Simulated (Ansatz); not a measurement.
# Al6N7: the cost of one run

Method: DFT r2SCAN, scalar-relativistic, plane waves, PAW, in Ansatz 0.2.0.

4 further runs of the same task are left out: 2 that didn't finish, 2 set aside as unsound or not needed.

**1. The starting structure**

It takes space group Pm (No. 6, monoclinic). Conventional cell: a = 4.978 Å, b = 3.107 Å, c = 23.278 Å, α = 90.00°, β = 90.00°, γ = 90.00°. Around Al (site symmetry m) lie 3 N at 1.89 to 1.90 Å. N (site symmetry m) is surrounded by 3 Al at 1.89 to 1.90 Å. Around Al (site symmetry m) lie 4 N at 1.89 to 1.90 Å. Around N (site symmetry m) lie 4 Al at 1.89 to 1.90 Å. Around Al (site symmetry m) lie 4 N at 1.87 to 1.90 Å. N (site symmetry m) is surrounded by 4 Al at 1.87 to 1.90 Å. Al (site symmetry m) has 4 N at 1.87 to 1.95 Å as nearest neighbours. N (site symmetry m) is surrounded by 4 Al at 1.87 to 1.97 Å. Only part of the 12 independent sites is listed.

Coordinates:

```
CELL_PARAMETERS angstrom
3.10667 0.00000 0.00000
0.00000 4.97840 0.00000
0.00000 0.00000 23.27772
ATOMIC_POSITIONS crystal
Al 0.00000 0.99831 0.36516
N 0.00000 0.61669 0.36516
Al 0.50000 0.49831 0.40368
N 0.50000 0.11669 0.40368
Al 0.50000 0.99831 0.48074
N 0.50000 0.61669 0.48074
Al 0.00000 0.49635 0.51698
N 0.00000 0.11665 0.51788
Al 0.00000 0.00375 0.59893
N 0.00000 0.62230 0.59622
Al 0.50000 0.47308 0.62320
N 0.50000 0.12170 0.63148
```

Planes are indexed in the bulk's conventional cell (P6_3mc (No. 186)), a = 3.107 Å, b = 3.107 Å, c = 4.978 Å, α = 90.00°, β = 90.00°, γ = 120.00°.

It is a (100) slab, 6.3 Å thick as cut, with 17 Å of vacuum; its outer planes are AlN (top) and AlN (bottom). An earlier relaxation, lower half held, gave -5565.7239 eV, gap on the mesh 1.84 eV, ionisation potential 5.42 eV (top face), 5.08 eV (bottom face), electron affinity 3.58 eV (top face), 3.24 eV (bottom face), dipole along +c -0.030 e·Å per cell.

**2. N put at a top (N) site**

With the adsorbate the run is spin-polarised.

File input.yaml:

```yaml
crystal:
  lattice:
    - [3.106665338, 0.0, 0.0]
    - [0.0, 4.9784048454, 0.0]
    - [0.0, 0.0, 25.277719242]
  atoms:
    - { symbol: Al, position: [0.0, 0.9983070976, 0.3362645149] }
    - { symbol: "N", position: [0.0, 0.6166929024, 0.3362645149] }
    - { symbol: Al, position: [0.5, 0.4983070976, 0.3717430732] }
    - { symbol: "N", position: [0.5, 0.1166929024, 0.3717430732] }
    - { symbol: Al, position: [0.5, 0.9983070976, 0.4427001897] }
    - { symbol: "N", position: [0.5, 0.6166929024, 0.4427001897] }
    - { symbol: Al, position: [0.0, 0.496350498, 0.4760801698] }
    - { symbol: "N", position: [0.0, 0.1166534316, 0.4769050741] }
    - { symbol: Al, position: [0.0, 1.0037512039, 0.5515439179] }
    - { symbol: "N", position: [0.0, 0.6223036404, 0.5490497373] }
    - { symbol: Al, position: [0.5, 0.4730790295, 0.5738905408] }
    - { symbol: "N", position: [0.5, 0.1216986232, 0.5815206633] }
    - { symbol: "N", position: [0.5, 0.1216986232, 0.6376966176], spin: 3.0 }
basis:
  ecutwfc: 500
kpoints:
  mp_grid: { grid: [9, 6, 1] }
hamiltonian:
  xc: r2scan
scf:
  occupations: { method: gaussian, width: 0.05 }
output:
  forces: true
  eigenvalues: true
  populations: true
  write_density: true
  write_potential: true
  elf: true
  volumetric_format: npy
magnetization:
  spin_polarized: true
relax:
  adjacent_minimum: "off"
  f_tol: 0.03
  max_steps: 70
  constraints: [{ sites: [0, 1, 2, 3, 4, 5] }]
efield:
  axis: 3
  dipole_correction: true
  ramp_width: 0.04
```

Started as:

```bash
$ ansatz run input.yaml --threads 2 --pin off --max-ram 5120MiB --backend cpu --events-out ev --progress --plain --runs-dir out
```

What time and memory should one allow on 2 threads of AMD EPYC 9R45 (Zen 5), shared host?

About 5.6 min, with a peak of 1.9 GiB.
